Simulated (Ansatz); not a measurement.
This log comes from Ansatz, run on BeTe in the zincblende structure. Cell and atoms come from a relaxation with r2SCAN.

The cell:
```cif
data_structure
_symmetry_space_group_name_H-M 'P 1'
_symmetry_Int_Tables_number 1
_cell_length_a 4.0003
_cell_length_b 4.0003
_cell_length_c 4.0003
_cell_angle_alpha 60.000
_cell_angle_beta 60.000
_cell_angle_gamma 60.000
_cell_volume 45.26
loop_
_atom_site_label
_atom_site_type_symbol
_atom_site_fract_x
_atom_site_fract_y
_atom_site_fract_z
_atom_site_occupancy
Be1 Be 0.00000 0.00000 0.00000 1
Te1 Te 0.25000 0.25000 0.25000 1
```

Output, abridged:
```
scf.n_extra_bands = 8 over 18 filled bands (N_el = 18.0): the run solves 26 bands
Pseudopotential: Be, paw_fr, valence charge 2, recommended cutoff 420 eV (normal)
Pseudopotential: Te, paw_fr, valence charge 16, recommended cutoff 420 eV (normal)
Functional definition: PBE
Crystal: 2 atoms, lattice volume = 45.264 Å³
Basis set: ecut = 420 eV, 893 PW (Γ)
Symmetry: 24 space group operations + 24 with time reversal
Magnetic group: BNS 216.75 (UNI 1577)
k-points: 29 of 512 (time reversal used)
Projection manifold: j_resolved (fully-relativistic pseudo-atomic orbitals)
SCF converged after 7 iterations
Magnetization: |M| = 0.0000 μB,  M = (+0.0000, +0.0000, +0.0000) μB
Free energy (F): -7076.144926 eV
Fermi energy:    7.521898 eV
--- Per-component energies (eV) ---
  E_band       = -270.173452
  E_kinetic    = 199.752174
  E_local      = -1381.214826
  E_nonlocal   = -304.645229
  E_hartree    = 861.548028
  E_xc         = -143.369246
  E_vxc        = -124.071190
  E_paw        = -4725.789936
  E_vpaw       = -383.090637
  E_ewald      = -1582.425711
--- Forces (eV/Å), atoms counted from 1 ---
  atom   1  Be      0.00000      0.00000      0.00000
  atom   2  Te      0.00000      0.00000      0.00000
--- Stress (GPa, compression-positive) ---
        0.221669       0.000000       0.000000
        0.000000       0.221669       0.000000
        0.000000       0.000000       0.221669
  P = ⅓ Tr σ = 0.2217 GPa (2.217 kbar)
--- Band table (eV; the first three rows and the last of 29) ---
  k-point 0: bands = […, -4.9664, -4.9664, 6.5853, 6.5853, 7.5219, 7.5219, 7.5219, 7.5219, 10.8313, 10.8313, 10.8936, 10.8936, 10.8936, 10.8936, …]
  k-point 1: bands = […, -4.8218, -4.8218, 5.7732, 5.7732, 6.8283, 6.8283, 7.2750, 7.2761, 10.7600, 10.7600, 11.1642, 11.1642, 11.2420, 11.2516, …]
  k-point 2: bands = […, -4.4233, -4.4233, 3.9139, 3.9139, 6.3140, 6.3140, 6.8243, 6.8260, 10.5290, 10.5290, 11.6788, 11.6788, 11.7754, 11.7904, …]
  k-point 28: bands = […, -3.1455, -3.1455, 2.5205, 2.8470, 3.3284, 3.7892, 4.1114, 4.1695, 12.4680, 12.5138, 12.7705, 12.7763, 12.8165, 12.8321, …]
```

Levels at the listed points, from bands.tsv (eV from the Fermi energy, bands near the gap, counted from 0):
```tsv
# k_distance	band_8	band_9	band_10	band_11	band_12	band_13	band_14	band_15	band_16	band_17	band_18	band_19	band_20	band_21	band_22	band_23	band_24	band_25
# fermi_ev = 7.521898
# [0, 0, 0] at k_distance = 0.000000
# [-0.5, -0.5, 0] at k_distance = 1.110644
# [-0.375, -0.375, 0.25] at k_distance = 1.503315
# [-0.375, 0, 0.375] at k_distance = 2.183443
# [0, 0, 0.5] at k_distance = 2.863570
# [-0.5, -0.25, 0.25] at k_distance = 3.648914
# [0, 0.5, 0.5] at k_distance = 4.890651
# levels_relative_to = fermi_ev
0.000	-35.857	-35.857	-12.488	-12.488	-0.937	-0.937	0.000	0.000	0.000	0.000	3.309	3.309	3.372	3.372	3.372	3.372	3.442	3.442
1.111	-35.854	-35.854	-10.699	-10.699	-5.364	-5.364	-3.081	-3.081	-2.686	-2.686	1.730	1.730	2.409	2.409	9.160	9.160	9.518	9.518
1.503	-35.854	-35.854	-10.722	-10.722	-5.130	-4.907	-4.252	-3.960	-2.470	-2.453	2.436	2.460	4.923	5.031	7.463	7.536	7.851	7.916
2.183	-35.854	-35.854	-10.722	-10.722	-5.130	-4.907	-4.252	-3.960	-2.470	-2.453	2.436	2.460	4.923	5.031	7.463	7.536	7.851	7.916
2.864	-35.853	-35.853	-11.177	-11.177	-5.764	-5.764	-1.663	-1.663	-1.160	-1.160	2.763	2.763	4.294	4.294	4.361	4.361	7.540	7.540
3.649	-35.854	-35.854	-10.667	-10.667	-5.001	-4.675	-4.194	-3.733	-3.410	-3.352	4.946	4.992	5.249	5.254	5.295	5.310	5.766	5.988
4.891	-35.854	-35.854	-10.699	-10.699	-5.364	-5.364	-3.081	-3.081	-2.686	-2.686	1.730	1.730	2.409	2.409	9.160	9.160	9.518	9.518
```
In order the rows are Γ, X, U, K, L, W, X.

Question: Which of these blocks stood in the input: relax, gw, phonons, dielectric, magnetization (spin_orbit)?

Answer: magnetization (spin_orbit). A single point prints forces and stress when the output block asks for them.

Question: Which k mesh was typed?

Answer: 8×8×8, Γ-centred.

Question: How were the bands filled?

Answer: Fixed occupations.

Command: `ansatz run input.yaml --threads 4 --pin off --max-ram 7372MiB --backend cpu --events-out ev --progress --plain --runs-dir out`. It took 3.9 s on 4 threads of Arm Neoverse V1 (shared host); peak host memory 0.47 GiB.

No magnetic order and no zero-point or thermal motion.
